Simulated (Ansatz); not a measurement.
Structure types of Rb at zero pressure

Structure types of Rb are relaxed in primitive cells with their symmetry kept at 0 GPa, first on PAW files, then by LAPW. The enthalpy is E + pV at zero temperature, without zero-point motion. Only the types listed were tried, and differences under about 5 meV/atom are mesh noise. The real phase may be another.

All numbers are PBE results (scalar-relativistic) from Ansatz 0.2.0, with Fermi–Dirac smearing of 0.05 eV, no spin polarisation. Methods: LAPW: all electrons, basis error target 0.5 meV/atom; PAW: frozen-core files, cutoff 420 eV.

k meshes: fcc 10×10×10, bcc 10×10×10, hcp 10×10×5.

Which type is lowest in enthalpy, and by how much?

hcp, 0 meV/atom below fcc, which is within the noise of the k meshes. The whole table:

```csv
start type,ends as,"a, b, c (Å)",V (Å³/atom),"H − H(lowest), LAPW (meV/atom)","same, PAW"
fcc,"fcc, Fm-3m","7.146, 7.146, 7.146",91.23,0.2,0.2
bcc,"bcc, Im-3m","5.672, 5.672, 5.672",91.23,3.7,3.7
hcp,"hcp, P6_3/mmc","5.066, 5.066, 8.208",91.23,0.0,0.0
```
